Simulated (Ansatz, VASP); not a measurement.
One calculation of MgS, two programs

File INCAR:

```
PREC = Accurate
ENCUT = 520
EDIFF = 1E-6
ISMEAR = 0
SIGMA = 0.05
LREAL = F
LASPH = T
NELM = 60
ALGO = Normal
ISIF = 2
LWAVE = F
LCHARG = F
GGA = PS
NBANDS = 11
```

File KPOINTS:

```
Automatic mesh
0
Gamma
  8 8 8
```

POSCAR

```
MgS
1.0
    0.0000000000      2.6206360433      2.8331200468
    2.6206360433      0.0000000000      2.8331200468
    2.6206360433      2.6206360433      0.0000000000
Mg S
1 1
Direct
    0.0000000000      0.0000000000      0.0000000000
    0.7500000000      0.7500000000      0.7500000000
```

Input for Ansatz:

```yaml
crystal:
  lattice:
    - [0.0, 2.6206360433, 2.8331200468]
    - [2.6206360433, 0.0, 2.8331200468]
    - [2.6206360433, 2.6206360433, 0.0]
  atoms:
    - { symbol: Mg, position: [0.0, 0.0, 0.0] }
    - { symbol: S, position: [0.75, 0.75, 0.75] }
basis:
  ecutwfc: 420
kpoints:
  mp_grid: { grid: [8, 8, 8] }
hamiltonian:
  xc: pbesol
scf:
  occupations: { method: gaussian, width: 0.05 }
output:
  forces: true
  stress: true
  eigenvalues: true
```

Change from the starting cell: strain -0.0750 x Voigt [1, 1, 0, 0, 0, 0], atoms carried along.

Alike in both runs: task single point; functional PBEsol; k mesh 8 × 8 × 8; occupations gaussian, width 0.05 eV; no spin polarisation.

|  | VASP | Ansatz |
| --- | --- | --- |
| version | VASP 6.6.1 | Ansatz 0.2.0 |
| potentials or method | VASP PAW PBE potentials, release 64 (Mg, S) | scalar-relativistic, plane waves, PAW |
| plane-wave cutoff (eV) | 520 | 420 |
| valence electrons in the cell | 8 | 16 |

|  | VASP | Ansatz | Ansatz less VASP |
| --- | --- | --- | --- |
| gap on the k mesh at the Fermi level (eV) | 3.38 | 3.38 | -0.002 |
| least direct gap on the mesh (eV) | 3.97 | 3.97 | -0.008 |
| pressure (GPa) | 11.3 | 11.3 | -0.02 |
| largest component of the traceless stress (GPa) | 0.67 | 0.68 | +0.007 |

With one functional, cell and mesh, what is left measures potentials, basis and numerics. The two sets of potentials don't hold the same shells in valence.

Caveats: the PAW data sets were made with another functional, which shifts forces and pressure a little (VASP). A k mesh can miss the band edges.
